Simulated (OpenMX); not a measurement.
The system is CdS.

```
Cd S
1.0
     4.26117    0.00000    0.00000
    -2.13058    3.69028    0.00000
     0.00000    0.00000    5.80417
Cd S
1 1
Direct
  0.00000 0.00000 0.44269
  0.66667 0.33333 0.43431
```

Measurements of this composition are mostly on another form, of space group No. 186.

```yaml
Program: OpenMX 3.8.5
Task: single point
Functional: PBE
Potentials_or_basis: OpenMX 2013 PBE set, Cd7.0-s3p2d2, S7.0-s2p2d1f1, grid cutoff 500 Ry
k_mesh: 7 × 7 × 5
Occupations: fermi-dirac, width 0.05 eV
Spin: no spin polarisation
```

On this cell: pressure 0.1 GPa; largest force 0.038 eV/Å; band gap on the k mesh 1.67 eV, indirect (least direct gap 1.76 eV).

The same run follows on a disturbed copy (atoms moved at random, drawn with an rms of 0.05 Å):

```
Cd S
1.0
     4.26117    0.00000    0.00000
    -2.13058    3.69028    0.00000
     0.00000    0.00000    5.80417
Cd S
1 1
Direct
  0.99677 0.99241 0.43406
  0.67375 0.33728 0.43192
```

Q: What does the disturbed cell give?

A: The energy moves by +5.0 meV/atom; pressure 0.2 GPa; largest force 0.417 eV/Å; band gap on the k mesh 1.66 eV, indirect (least direct gap 1.68 eV).

Forces on the atoms (eV/Å):
```
Cd   0.160  0.385 -0.003
S   -0.154 -0.386 -0.005
```

Caveats: an odd mesh through Γ misses points on the zone boundary, where band edges often lie; the basis of atomic orbitals isn't converged, which shifts pressures, moduli and gaps.
